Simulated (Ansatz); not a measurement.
KI:

```
CELL_PARAMETERS angstrom
0.00000 3.53277 3.53277
3.53277 0.00000 3.53277
3.53277 3.53277 0.00000
ATOMIC_POSITIONS crystal
I 0.50000 0.50000 0.50000
K 0.00000 0.00000 0.00000
```

Base run:

* Program: Ansatz 0.2.0
* Functional: r2SCAN
* Potentials or basis: Ansatz PAW
* Cutoff: 500 eV
* Density cutoff: 2000 eV
* k mesh: 4 × 4 × 4
* Occupations: fermi-dirac, width 0.05 eV
* Spin: no spin polarisation

Its results: band gap on the k mesh 4.61 eV, direct; pressure 0.2 GPa.

After a change of settings the same cell gave: band gap on the k mesh 4.00 eV, direct; pressure 1.3 GPa. Which change was it?
A. functional from r2SCAN to LDA; cutoff from 500 eV to 420 eV; density cutoff from 2000 eV to 1680 eV; k mesh from 4 × 4 × 4 to 7 × 7 × 7
B. functional from r2SCAN to BLYP; cutoff from 500 eV to 420 eV; density cutoff from 2000 eV to 1680 eV
C. functional from r2SCAN to revPBE; cutoff from 500 eV to 420 eV; density cutoff from 2000 eV to 1680 eV
D. functional from r2SCAN to LDA; cutoff from 500 eV to 420 eV; density cutoff from 2000 eV to 1680 eV

B.

r2SCAN gives the wider gap, since meta-GGAs in the generalised Kohn-Sham scheme recover part of the derivative discontinuity.

Caveats: spin-orbit coupling is left out, which moves the levels of the heavy elements; the PAW data sets come from PBE, with cores solved anew for the run's functional, which leaves a small shift of forces and pressure; the density of states is complete only up to the lowest level of the last band computed; the potentials were made for another functional, which shifts forces and pressure (some runs).

Not every run made on this cell is shown here.
